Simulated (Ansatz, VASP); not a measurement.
**One calculation of AgCl, two programs**

Contents of INCAR:

```
SYSTEM = AgCl
  PREC = Accurate
  ENCUT = 520
  EDIFF = 1E-6
  ISMEAR = 0
  SIGMA = 0.01
  LREAL = .FALSE.
  LASPH = .TRUE.
  NELM = 80
  ALGO = Normal
  ISIF = 2
  LWAVE = .FALSE.
  LCHARG = .TRUE.
  GGA = PE
  LELF = .TRUE.
  LVHAR = .TRUE.
  NBANDS = 16
```

File KPOINTS:

```
regular mesh
0
G
  6 6 6
  0 0 0
```

Contents of POSCAR:

```
AgCl
1.0
    0.0000000000      3.0887756804      3.0887756804
    3.0887756804      0.0000000000      3.0887756804
    3.0887756804      3.0887756804      0.0000000000
Ag Cl
1 1
Direct
    0.0000000000      0.0000000000      0.0000000000
    0.2500000000      0.2500000000      0.2500000000
```

Input for Ansatz:

```yaml
crystal:
  lattice:
    - [0.0, 3.0887756804, 3.0887756804]
    - [3.0887756804, 0.0, 3.0887756804]
    - [3.0887756804, 3.0887756804, 0.0]
  atoms:
    - { symbol: Ag, position: [0.0, 0.0, 0.0] }
    - { symbol: Cl, position: [0.25, 0.25, 0.25] }
kpoints:
  mp_grid: { grid: [6, 6, 6] }
hamiltonian:
  xc: pbe
scf:
  occupations: { method: fixed }
  n_extra_bands: 4
output:
  forces: true
  stress: true
  eigenvalues: true
```

Alike in both runs: task single point; functional PBE; k mesh 6 × 6 × 6; no spin polarisation.

```csv
,VASP,Ansatz
version,VASP 6.6.1,Ansatz 0.2.0
potentials or method,"VASP PAW PBE potentials, release 64 (Ag, Cl)","plane waves, PAW"
plane-wave cutoff (eV),520,420
occupations,"gaussian, width 0.01 eV",fixed
valence electrons in the cell,18,26
```

```csv
,VASP,Ansatz,Ansatz less VASP
gap on the k mesh at the Fermi level (eV),1.36,1.36,+0.001
pressure (GPa),-1.6,-1.5,+0.09
```

The two sets of potentials don't hold the same shells in valence.
